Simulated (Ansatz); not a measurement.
# SiNi (Pmmn) in Ansatz: a series of runs, part 3 of 3

Ansatz 0.2.0. The steps go on from the part before.

### Step 5. Band structure, r2SCAN+U, collinear spin, ferromagnetic start

Input file input.yaml:

```yaml
crystal:
  lattice:
    - [2.94277066, 0.0, 0.0]
    - [0.0, 3.28032554, 0.0]
    - [0.0, 0.0, 4.67744676]
  atoms:
    - { symbol: Ni, position: [0.5, 0.5, 0.34249559], spin: 1.0 }
    - { symbol: Ni, position: [0.0, 0.0, 0.65750441], spin: 1.0 }
    - { symbol: Si, position: [0.5, 0.5, 0.84314316] }
    - { symbol: Si, position: [0.0, 0.0, 0.15685684] }
hamiltonian:
  xc: r2scan
  pseudopotentials: { kind: paw }
  hubbard: { sites: [{ species: Ni, l: d, u_eff: 6.0 }] }
magnetization:
  spin_polarized: true
kpoints:
  mp_grid: { grid: [9, 8, 6] }
  band_path:
    path:
      - [[0.0, 0.0, 0.0], [0.5, 0.0, 0.0], [0.5, 0.5, 0.0], [0.0, 0.5, 0.0], [0.0, 0.0, 0.0], [0.0, 0.0, 0.5], [0.5, 0.0, 0.5], [0.5, 0.5, 0.5], [0.0, 0.5, 0.5], [0.0, 0.0, 0.5]]
      - [[0.0, 0.5, 0.0], [0.0, 0.5, 0.5]]
      - [[0.5, 0.0, 0.5], [0.5, 0.0, 0.0]]
      - [[0.5, 0.5, 0.0], [0.5, 0.5, 0.5]]
    npoints: 14
scf:
  occupations: { method: fermi_dirac, width: 0.05 }
  n_extra_bands: 10
output:
  forces: true
  stress: true
  eigenvalues: true
  fatbands: false
  write_density: true
  write_potential: true
  elf: true
  volumetric_format: npy
```

Run with:

```bash
$ ansatz run input.yaml --threads 2 --pin off --max-ram 5632MiB --backend cpu --events-out ev --progress --plain --runs-dir out
```

It took 66 s on 2 threads of Arm Neoverse V1, shared host; peak memory 0.73 GiB.

It converged, with:

```yaml
Free_energy: -12964.9984 eV
Pressure: -0.6 GPa
Largest_force: 0.074 eV/Å
Band_gap_on_the_k_mesh: none (metal or under the smearing width)
Net_moment: 0.00 μB per cell
Absolute_moment: 0.00 μB per cell
```

Forces in eV/Å, atoms in the order of the input:
```
Ni   0.000  0.000  0.068
Ni   0.000  0.000 -0.068
Si   0.000  0.000 -0.074
Si   0.000  0.000  0.074
```

Stress tensor (GPa, compression positive):
```
-0.92  0.00  0.00
 0.00  0.25  0.00
 0.00  0.00 -0.99
```

Levels at the corners of the path, in eV from the Fermi level:
Spin up:
```
point  band 19  band 20  band 21  band 22  band 23  band 24  band 25  band 26
    Γ    -3.24    -2.56    -2.50    -1.24     1.65     3.32     5.87     6.28
    X    -3.01    -3.01    -2.54    -2.54     2.24     2.24     3.90     3.90
    S    -3.21    -3.21    -2.07    -2.07     1.99     1.99     2.31     2.31
    Y    -3.16    -3.16    -3.00    -3.00     1.58     1.58     5.62     5.62
    Γ    -3.24    -2.56    -2.50    -1.24     1.65     3.32     5.87     6.28
    Z    -3.40    -2.56     1.18     2.20     2.72     2.98     3.29     4.07
    U    -2.95    -2.95    -2.25    -2.25     4.08     4.08     6.01     6.01
    R    -2.64    -2.64    -2.02    -2.02    -0.79    -0.79     1.45     1.45
    T    -2.93    -2.93    -2.76    -2.76     5.92     5.92     6.02     6.02
    Z    -3.40    -2.56     1.18     2.20     2.72     2.98     3.29     4.07
    Y    -3.16    -3.16    -3.00    -3.00     1.58     1.58     5.62     5.62
    T    -2.93    -2.93    -2.76    -2.76     5.92     5.92     6.02     6.02
    U    -2.95    -2.95    -2.25    -2.25     4.08     4.08     6.01     6.01
    X    -3.01    -3.01    -2.54    -2.54     2.24     2.24     3.90     3.90
    S    -3.21    -3.21    -2.07    -2.07     1.99     1.99     2.31     2.31
    R    -2.64    -2.64    -2.02    -2.02    -0.79    -0.79     1.45     1.45
```
Spin down:
```tsv
point	band 20	band 21	band 22	band 23	band 24	band 25
Γ	-2.56	-2.50	-1.24	1.65	3.32	5.87
X	-3.01	-2.54	-2.54	2.24	2.24	3.90
S	-3.21	-2.07	-2.07	1.99	1.99	2.31
Y	-3.16	-3.00	-3.00	1.58	1.58	5.62
Γ	-2.56	-2.50	-1.24	1.65	3.32	5.87
Z	-2.56	1.18	2.20	2.72	2.98	3.29
U	-2.95	-2.25	-2.25	4.08	4.08	6.01
R	-2.64	-2.02	-2.02	-0.79	-0.79	1.45
T	-2.93	-2.76	-2.76	5.92	5.92	6.02
Z	-2.56	1.18	2.20	2.72	2.98	3.29
Y	-3.16	-3.00	-3.00	1.58	1.58	5.62
T	-2.93	-2.76	-2.76	5.92	5.92	6.02
U	-2.95	-2.25	-2.25	4.08	4.08	6.01
X	-3.01	-2.54	-2.54	2.24	2.24	3.90
S	-3.21	-2.07	-2.07	1.99	1.99	2.31
R	-2.64	-2.02	-2.02	-0.79	-0.79	1.45
```

Eigenvalues of the final occupation matrices:
```
  site  spin  trace               eigenvalues
site 1     1   4.53  0.85 0.89 0.90 0.92 0.97
site 1     2   4.53  0.85 0.89 0.90 0.92 0.97
site 2     1   4.53  0.85 0.89 0.90 0.92 0.97
site 2     2   4.53  0.85 0.89 0.90 0.92 0.97
```

Caveat: the magnetic or orbital state may not be the lowest; the PAW data sets come from PBE, with cores solved anew for the run's functional, which leaves a small shift of forces and pressure; the U is typed as a test and isn't derived for this compound; the starting moments weren't kept.

### Step 6. Band structure, r2SCAN+U, collinear spin, ferromagnetic start

input.yaml, as its differences from that of step 5:

```diff
@@ -13,3 +13,3 @@
   pseudopotentials: { kind: paw }
-  hubbard: { sites: [{ species: Ni, l: d, u_eff: 6.0 }] }
+  hubbard: { sites: [{ species: Ni, l: d, u_eff: 8.0 }] }
 magnetization:
@@ -33,5 +33 @@
   fatbands: false
-  write_density: true
-  write_potential: true
-  elf: true
-  volumetric_format: npy
```

Potentials or basis: Ansatz PAW.

Run with:

```bash
$ ansatz run input.yaml --threads 2 --pin off --max-ram 5632MiB --backend cpu --events-out ev --progress --plain --runs-dir out
```

Wall time 1.9 min (2 threads of Arm Neoverse V1, shared host); peak memory 0.98 GiB.

It converged, with:

* Free energy: -12963.3724 eV
* Pressure: -0.5 GPa
* Largest force: 0.095 eV/Å
* Band gap on the k mesh: none (metal or under the smearing width)
* Net moment: 0.00 μB per cell
* Absolute moment: 0.00 μB per cell

Forces on the atoms (eV/Å):
```
Ni   0.000  0.000  0.078
Ni   0.000  0.000 -0.078
Si   0.000  0.000 -0.095
Si   0.000  0.000  0.095
```

Stress tensor (GPa, compression positive):
```
-1.28  0.00  0.00
 0.00  0.33  0.00
 0.00  0.00 -0.64
```

Levels at the corners of the path, in eV from the Fermi level:
Spin up:
```csv
point,band 19,band 20,band 21,band 22,band 23,band 24,band 25,band 26
Γ,-3.32,-2.71,-2.69,-1.15,1.77,3.44,6.01,6.41
X,-3.07,-3.07,-2.71,-2.71,2.36,2.36,4.00,4.00
S,-3.54,-3.54,-2.13,-2.13,2.09,2.09,2.42,2.42
Y,-3.32,-3.32,-3.23,-3.23,1.70,1.70,5.72,5.72
Γ,-3.32,-2.71,-2.69,-1.15,1.77,3.44,6.01,6.41
Z,-3.61,-2.75,1.20,2.40,2.93,3.10,3.36,4.18
U,-3.19,-3.19,-2.45,-2.45,4.17,4.17,6.13,6.13
R,-2.45,-2.45,-2.13,-2.13,-0.92,-0.92,1.54,1.54
T,-3.14,-3.14,-3.00,-3.00,6.07,6.07,6.12,6.12
Z,-3.61,-2.75,1.20,2.40,2.93,3.10,3.36,4.18
Y,-3.32,-3.32,-3.23,-3.23,1.70,1.70,5.72,5.72
T,-3.14,-3.14,-3.00,-3.00,6.07,6.07,6.12,6.12
U,-3.19,-3.19,-2.45,-2.45,4.17,4.17,6.13,6.13
X,-3.07,-3.07,-2.71,-2.71,2.36,2.36,4.00,4.00
S,-3.54,-3.54,-2.13,-2.13,2.09,2.09,2.42,2.42
R,-2.45,-2.45,-2.13,-2.13,-0.92,-0.92,1.54,1.54
```
Spin down:
```csv
point,band 19,band 20,band 21,band 22,band 23,band 24,band 25,band 26
Γ,-3.32,-2.71,-2.69,-1.15,1.77,3.44,6.01,6.41
X,-3.07,-3.07,-2.71,-2.71,2.36,2.36,4.00,4.00
S,-3.54,-3.54,-2.13,-2.13,2.09,2.09,2.42,2.42
Y,-3.32,-3.32,-3.23,-3.23,1.70,1.70,5.72,5.72
Γ,-3.32,-2.71,-2.69,-1.15,1.77,3.44,6.01,6.41
Z,-3.61,-2.75,1.20,2.40,2.93,3.10,3.36,4.18
U,-3.19,-3.19,-2.45,-2.45,4.17,4.17,6.13,6.13
R,-2.45,-2.45,-2.13,-2.13,-0.92,-0.92,1.54,1.54
T,-3.14,-3.14,-3.00,-3.00,6.07,6.07,6.12,6.12
Z,-3.61,-2.75,1.20,2.40,2.93,3.10,3.36,4.18
Y,-3.32,-3.32,-3.23,-3.23,1.70,1.70,5.72,5.72
T,-3.14,-3.14,-3.00,-3.00,6.07,6.07,6.12,6.12
U,-3.19,-3.19,-2.45,-2.45,4.17,4.17,6.13,6.13
X,-3.07,-3.07,-2.71,-2.71,2.36,2.36,4.00,4.00
S,-3.54,-3.54,-2.13,-2.13,2.09,2.09,2.42,2.42
R,-2.45,-2.45,-2.13,-2.13,-0.92,-0.92,1.54,1.54
```

Eigenvalues of the final occupation matrices:
```
  site  spin  trace               eigenvalues
site 1     1   4.56  0.86 0.90 0.91 0.92 0.97
site 1     2   4.56  0.86 0.90 0.91 0.92 0.97
site 2     1   4.56  0.86 0.90 0.91 0.92 0.97
site 2     2   4.56  0.86 0.90 0.91 0.92 0.97
```

Caveat: the magnetic or orbital state may not be the lowest; the PAW data sets come from PBE, with cores solved anew for the run's functional, which leaves a small shift of forces and pressure; the U is typed as a test and isn't derived for this compound; the starting moments weren't kept. The state reached can hang on the start; a lower one may exist.

### Step 7. Overview

| U | gap on the mesh (eV) | pressure (GPa) | moment (μB) | largest force (eV/Å) |
| --- | --- | --- | --- | --- |
| Ni d U = 3 eV | none | -0.3 | 0.00 | 0.05 |
| Ni d U = 4 eV | none | -0.4 | 0.00 | 0.06 |
| Ni d U = 5 eV | none | -0.5 | 0.00 | 0.06 |
| Ni d U = 6 eV | none | -0.6 | 0.00 | 0.07 |
| Ni d U = 8 eV | none | -0.5 | 0.00 | 0.10 |

Alike in all rows: task band structure; level r2SCAN+U; potentials or basis Ansatz PAW; spin collinear, ferromagnetic start; cell as given; k mesh 9 × 8 × 6; cutoff (eV) 500; smearing fermi-dirac 0.05 eV.

Every run on the cell as given and a fine mesh finds a metal.

Caveats: the magnetic or orbital state may not be the lowest; the PAW data sets come from PBE, with cores solved anew for the run's functional, which leaves a small shift of forces and pressure; the U is typed as a test and isn't derived for this compound; the starting moments weren't kept.

Total energies depend on the potentials used, so only differences within one code and one set of settings carry meaning.
